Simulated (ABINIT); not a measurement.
A calculation with ABINIT 10.8.3 (patched build) of Mo (native input, structure from a POSCAR):

File run.abi:

```
# Pseudopotentials
pp_dirpath "./"
pseudos "Mo.GGA_PBE-JTH.xml"

# Structure
structure "poscar:POSCAR"
natom 2
chkprim 0
chksymtnons 0
tolsym 1.0e-6

# Plane-wave basis
ecut 15.0
pawecutdg 30.0
pawxcdev 0

# k points
kptopt 1
ngkpt 11 11 5
nshiftk 1
shiftk 0.0 0.0 0.0

# Exchange and correlation
ixc 11

# Bands and occupations
nband 18
occopt 3
tsmear 0.00183747

# SCF cycle
nstep 100
tolvrs 1.0e-9

# Output
iomode 3
prtwf 0
prtden 0
prteig 0
prtebands 0
```

Contents of POSCAR:

```
Mo
1.0
    2.7355104000      0.0000000000      0.0000000000
   -1.3677552000      2.3690215000      0.0000000000
    0.0000000000      0.0000000000      5.1103614000
Mo
2
Direct
    0.9254484000      0.8961223100      0.2185161500  Mo
    0.0745516000      0.1038776900      0.7814838500  Mo
```

Potentials or basis: JTH PAW PBE v2.0.

Run with:

```bash
$ abinit run.abi > log 2>&1
```

This isn't the form of Mo at room conditions, which is bcc.

**Question.** Write the same calculation in another form: ASE script, structure from a POSCAR.

**Answer.** As run:

run.py

```python
import json, os
import numpy as np
from ase.units import GPa
from ase.calculators.abinit import Abinit, AbinitProfile
from ase.io import read

atoms = read('POSCAR')

profile = AbinitProfile(command='abinit', pp_paths=[os.path.abspath('pseudos')])
params = dict(
    pps='pawxml', xc='PBE',
    chksymtnons=0,
    tolsym=1e-06,
    ecut=408.1708,
    pawecutdg=816.3416,
    pawxcdev=0,
    kptopt=1,
    ngkpt=[11, 11, 5],
    nshiftk=1,
    shiftk=[0.0, 0.0, 0.0],
    ixc=11,
    nband=18,
    occopt=3,
    tsmear=0.05,
    nstep=100,
    tolvrs=1e-09,
    prtwf=0,
    prtden=0,
)

atoms.calc = Abinit(profile=profile, directory='run', **params)
energy = atoms.get_potential_energy()
forces = atoms.get_forces()
stress = atoms.get_stress()
print(f'energy {energy:.6f} eV')
print('forces (eV/A)')
print(np.round(forces, 5))
print('stress (GPa, Voigt, tension positive)', np.round(stress / GPa, 4))
json.dump(dict(energy=energy, forces=forces.tolist(), stress=stress.tolist(), cell=atoms.cell.tolist(), frac=atoms.get_scaled_positions(wrap=False).tolist()), open('results.json', 'w'))
```

The input POSCAR:

```
Mo
1.0
    2.7355104000      0.0000000000      0.0000000000
   -1.3677552000      2.3690215000      0.0000000000
    0.0000000000      0.0000000000      5.1103614000
Mo
2
Direct
    0.9254484000      0.8961223100      0.2185161500
    0.0745516000      0.1038776900      0.7814838500
```

Potentials or basis: JTH PAW PBE v2.0.

Launch:

```sh
$ python run.py
```

Both were run:

|  | native input, structure from a POSCAR | ASE script, structure from a POSCAR |
| --- | --- | --- |
| Pressure | 11.5 GPa | 11.5 GPa |
| Largest force | 3.186 eV/Å | 3.186 eV/Å |
| Band gap on the k mesh | none (metal or under the smearing width) | none (metal or under the smearing width) |

Keys that steer only the numerical path or the files written may differ.

Caveat: forces of over 1 eV/Å show positions far from the minimum, so gaps and moduli don't describe the material at rest; the atomic spheres overlap.
